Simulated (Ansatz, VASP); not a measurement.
# ZnSe (Stilleite) in two plane-wave programs, part 2 of 2

One calculation is typed for both programs; each brings its own data sets and cutoff. How far apart do they land?

VASP 6.6.1 and Ansatz 0.2.0.

So far. Step 3 (VASP: band structure, r2SCAN, spin-orbit coupling): The run ends at a pressure of -0.29 GPa.

**4. Differences**

Known differences besides the potentials themselves: spin-orbit coupling enters by fully relativistic files in Ansatz and inside the spheres in VASP; VASP keeps PBE cores, Ansatz makes them for the functional; the data sets hold 28 valence electrons in Ansatz (fully relativistic PAW (standard-fr) files) and 18 in VASP; the cutoff is 500 eV in Ansatz and 400 eV in VASP. Total energies have different zeros and are not compared.

The two programs side by side:

```tsv
quantity	Ansatz	VASP	difference
pressure (GPa)	-0.05	-0.29	+0.24
gap over the path points (eV)	1.741	1.741	+0.001
```

Levels at points of the path, from each program's valence-band top (eV; 8 filled, then empty):

```tsv
k (reciprocal lattice)	Ansatz	VASP
0.000 0.000 0.000	-6.36 -6.36 -0.37 -0.37 0.00 0.00 0.00 0.00 1.74 1.74 6.10 6.10 6.24 6.24	-6.36 -6.36 -0.37 -0.37 0.00 0.00 0.00 0.00 1.74 1.74 6.09 6.09 6.24 6.24
0.167 0.000 0.167	-6.34 -6.34 -1.92 -1.92 -0.91 -0.91 -0.72 -0.72 3.66 3.66 5.02 5.02 7.33 7.33	-6.33 -6.33 -1.92 -1.92 -0.91 -0.91 -0.72 -0.72 3.66 3.66 5.01 5.01 7.33 7.33
0.333 0.000 0.333	-6.28 -6.28 -3.89 -3.89 -1.98 -1.98 -1.81 -1.81 3.70 3.70 4.23 4.23 9.43 9.43	-6.27 -6.27 -3.89 -3.89 -1.98 -1.98 -1.81 -1.81 3.69 3.69 4.23 4.23 9.43 9.43
0.500 0.000 0.500	-6.14 -6.14 -4.91 -4.91 -2.44 -2.44 -2.27 -2.27 3.21 3.21 3.75 3.75 11.33 11.33	-6.14 -6.14 -4.91 -4.91 -2.44 -2.44 -2.27 -2.27 3.21 3.21 3.75 3.75 11.35 11.35
0.500 0.083 0.583	-6.14 -6.11 -4.92 -4.87 -2.61 -2.55 -2.42 -2.41 3.63 3.64 4.13 4.18 10.46 10.56	-6.13 -6.10 -4.92 -4.87 -2.61 -2.54 -2.42 -2.41 3.62 3.64 4.12 4.17 10.46 10.56
0.500 0.183 0.683	-6.11 -6.04 -4.91 -4.80 -2.96 -2.81 -2.73 -2.72 4.96 4.98 5.33 5.43 8.37 8.42	-6.11 -6.03 -4.91 -4.80 -2.96 -2.81 -2.73 -2.72 4.96 4.98 5.32 5.43 8.37 8.42
0.500 0.250 0.750	-6.10 -6.02 -4.90 -4.78 -3.05 -2.88 -2.81 -2.80 5.67 5.71 5.91 6.03 7.43 7.50	-6.10 -6.01 -4.90 -4.78 -3.05 -2.88 -2.81 -2.80 5.67 5.71 5.91 6.03 7.43 7.50
0.450 0.300 0.750	-6.11 -6.03 -4.91 -4.79 -3.20 -3.08 -2.48 -2.43 4.87 4.91 5.90 6.02 8.04 8.08	-6.11 -6.03 -4.91 -4.79 -3.20 -3.08 -2.48 -2.43 4.86 4.91 5.90 6.02 8.03 8.08
0.408 0.342 0.750	-6.12 -6.05 -4.93 -4.81 -3.30 -3.19 -2.08 -2.06 4.09 4.11 5.89 5.99 8.98 9.04	-6.11 -6.04 -4.93 -4.81 -3.30 -3.19 -2.08 -2.06 4.08 4.10 5.89 5.99 8.98 9.04
0.350 0.350 0.700	-6.14 -6.06 -4.92 -4.79 -3.40 -3.28 -1.79 -1.79 4.03 4.04 6.41 6.54 9.12 9.20	-6.13 -6.06 -4.92 -4.79 -3.40 -3.28 -1.79 -1.79 4.03 4.04 6.41 6.54 9.12 9.20
```

Among the levels compared at these points, filled levels agree within 7 meV and empty ones within 12 meV.

**5. Ansatz: single point, r2SCAN, spin-orbit coupling**

A single point gives forces, pressure and levels at one fixed geometry, so differences don't come from the geometry; what else differs is listed under the comparison.

input.yaml

```yaml
crystal:
  lattice:
    - [0.0, 2.8338, 2.8338]
    - [2.8338, 0.0, 2.8338]
    - [2.8338, 2.8338, 0.0]
  atoms:
    - { symbol: Zn, position: [0.0, 0.0, 0.0] }
    - { symbol: Se, position: [0.25, 0.25, 0.25] }
hamiltonian:
  xc: r2scan
  pseudopotentials: { kind: paw_fr }
magnetization:
  noncollinear: true
  spin_orbit: true
kpoints:
  mp_grid: { grid: [6, 6, 6] }
scf:
  occupations: { method: tetrahedron }
output:
  forces: true
  stress: true
```

Command:

```
> ansatz run input.yaml --threads 2 --pin off --max-ram 4608MiB --backend cpu --events-out ev --progress --plain --runs-dir out
```

Numbers of over 12 decimals in the logs are rounded to 6 here.

The program printed:

```text
Warning: output.forces, output.stress, relax.cell or npt_langevin: where a Kohn–Sham band that disperses or a degenerate level is filled in part under the method tetrahedron, the forces or the stress that this run publishes need not agree with its energy (scf.occupations.method in the input reference, under Limitations); prefer a smearing scheme for the forces or the stress
[...]
k-point 0: bands = [... 24 lower, 6.5912, 6.5912, 6.5912, 6.5912, 8.3326, 8.3326, 12.6923, 12.6923, ... 4 higher]
  k-point 1: bands = [... 24 lower, 6.0999, 6.0999, 6.3254, 6.3375, 9.5383, 9.5383, 12.8413, 12.8413, ... 4 higher]
  k-point 2: bands = [... 24 lower, 5.6627, 5.6627, 5.8833, 5.8952, 9.6656, 9.6656, 13.4151, 13.4151, ... 4 higher]
  k-point 15: bands = [... 24 lower, 3.6829, 3.8197, 3.9061, 3.9105, 11.2970, 11.3182, 11.6961, 11.7917, ... 4 higher]
[key lines of the parts left out:]
SCF converged after 8 iterations
Magnetization: |M| = 0.0000 μB,  M = (+0.0000, +0.0000, +0.0000) μB
Free energy (F): -8799.979092 eV
Fermi energy:    6.591180 eV
P = ⅓ Tr σ = -0.0527 GPa (-0.527 kbar)
```

The job ended after 16 s (2 threads of Arm Neoverse N1, shared host; peak memory 0.6 GiB).

The run ends at a pressure of -0.05 GPa.

**6. VASP: single point, r2SCAN, spin-orbit coupling**

The same cell, functional, mesh and smearing now go to VASP, with its own data sets and cutoff.

INCAR

```
SYSTEM = ZnSe
PREC = Accurate
ENCUT = 400
EDIFF = 1E-06
NELM = 100
ISMEAR = -5
SIGMA = 0.05
LREAL = .FALSE.
ALGO = Normal
METAGGA = R2SCAN
LASPH = .TRUE.
LNONCOLLINEAR = .TRUE.
MAGMOM = 0 0 0 0 0 0
NBANDS = 30
GGA_COMPAT = .FALSE.
LSORBIT = .TRUE.
LORBIT = 11
LWAVE = .FALSE.
LCHARG = .FALSE.
KPAR = 2
NEDOS = 2001
```

POSCAR

```
ZnSe
1.0
    0.0000000000      2.8338000000      2.8338000000
    2.8338000000      0.0000000000      2.8338000000
    2.8338000000      2.8338000000      0.0000000000
Zn Se
1 1
Direct
    0.0000000000      0.0000000000      0.0000000000
    0.2500000000      0.2500000000      0.2500000000
```

KPOINTS

```
Automatic mesh
0
Gamma
6 6 6
0 0 0
```

The projector-augmented-wave data sets are Zn and Se (PBE family, release 64).

Command:

```
> mpirun -np 2 vasp_ncl
```

The program printed:

```text
[banner, memory and clock lines left out]
running    2 mpi-ranks, on    1 nodes
[...]
[... a notice as in an earlier step ...]

 LDA part: xc-table for (None), standard interpolation
 POSCAR, INCAR and KPOINTS ok, starting setup
[...]
entering main loop
       N       E                     dE             d eps       ncg     rms          rms(c)
DAV:   1     0.913236967528E+02    0.91324E+02   -0.71766E+03  1320   0.118E+03
DAV:   2    -0.165927444366E+02   -0.10792E+03   -0.10196E+03  1338   0.290E+02
DAV:   3    -0.275102720813E+02   -0.10918E+02   -0.10799E+02  1552   0.936E+01
DAV:   4    -0.277016836474E+02   -0.19141E+00   -0.19121E+00  1500   0.132E+01
DAV:   5    -0.277025330067E+02   -0.84936E-03   -0.84934E-03  1474   0.817E-01    0.505E+00
DAV:   6    -0.249257808733E+02    0.27768E+01   -0.13095E+00  1540   0.344E+01    0.466E+00
DAV:   7    -0.249012091282E+02    0.24572E-01   -0.39970E-01  1546   0.976E+00    0.219E+00
[... 1 cycle as in an earlier step ...]
DAV:   9    -0.249188403860E+02   -0.23637E-02   -0.30259E-03  1748   0.116E+00    0.219E-01
DAV:  10    -0.249189755205E+02   -0.13513E-03   -0.67748E-04  1446   0.268E-01    0.689E-02
DAV:  11    -0.249190228170E+02   -0.47296E-04   -0.16757E-04  1682   0.175E-01    0.428E-02
DAV:  12    -0.249189995119E+02    0.23305E-04   -0.13346E-04  1698   0.188E-01    0.263E-02
[... 2 cycles as in an earlier step ...]
DAV:  15    -0.249190004683E+02    0.11378E-05   -0.77559E-07   810   0.176E-02    0.111E-03
DAV:  16    -0.249190001307E+02    0.33762E-06   -0.99293E-08   768   0.302E-03
   1 F= -.24919000E+02 E0= -.24919000E+02  d E =0.000000E+00  mag=    -0.0000    -0.0000     0.0000
```

From OUTCAR (step 6):

```text
  Total       -0.0825306     -0.0825306     -0.0825306     -0.0000000      0.0000000      0.0000000
  in kB       -2.9052804     -2.9052804     -2.9052804     -0.0000000      0.0000000      0.0000000
  external PRESSURE =      -2.9052804 kB  Pullay stress =       0.0000000 kB

 POSITION                                       TOTAL-FORCE (eV/Angst)
 -----------------------------------------------------------------------------------
      0.00000      0.00000      0.00000        -0.000000      0.000000      0.000000
      1.41690      1.41690      1.41690         0.000000     -0.000000     -0.000000
 -----------------------------------------------------------------------------------
    total drift:                                0.000001      0.000001      0.000001

  energy  without entropy=      -24.9190001307  energy(sigma->0) =      -24.91900013

 magnetization (x)
# of ion       s       p       d       tot
------------------------------------------
    1       -0.000  -0.000   0.000  -0.000
    2       -0.000   0.000   0.000  -0.000
--------------------------------------------------
tot         -0.000  -0.000   0.000  -0.000

 magnetization (y)
# of ion       s       p       d       tot
------------------------------------------
    1        0.000  -0.000   0.000  -0.000
    2        0.000   0.000  -0.000   0.000
--------------------------------------------------
tot          0.000  -0.000  -0.000  -0.000

 magnetization (z)
# of ion       s       p       d       tot
------------------------------------------
    1       -0.000  -0.000   0.000  -0.000
    2        0.000   0.000  -0.000   0.000
--------------------------------------------------
tot         -0.000  -0.000   0.000  -0.000

[... 3 parts as in an earlier step ...]

[... 1 further part left out ...]
[key lines of the parts left out:]
E-fermi :   1.4297
```

The run ends at a pressure of -0.29 GPa.

**7. Side by side**

Compared:

```tsv
quantity	Ansatz	VASP	difference
pressure (GPa)	-0.05	-0.29	+0.24
gap on the k mesh (eV)	1.741	1.741	+0.001
```

A gap on the mesh is an upper bound, since the band edges may lie between its points.

**8. Results**

```yaml
difference_in_gap_over_the_path_points_band_structure_r2scan_spin_orbit_coupling: 5.0e-4 eV
difference_in_gap_on_the_k_mesh_single_point_r2scan_spin_orbit_coupling: 6.4e-4 eV
```

The difference in gap on the k mesh is 6.4e-4 eV (single point, r2SCAN, spin-orbit coupling), within the 0.08 eV picked in this series as the mark of a large difference. 2 further runs of this series are not shown here. How closely two codes agree says nothing of how well the functional describes the real material.

[Lines on the potential files, build, host, timing and source positions are cut from VASP's logs without a mark.]

[Logs are printed without paths, hosts, clocks, repeated set-up lines and the standing remarks that a program may print on its own settings, such as how far it seeks lower states.]

[Hosts, paths, dates, database ids (printed as entryN), source tags and the programs' standing remarks are cut or masked in the printed files.]
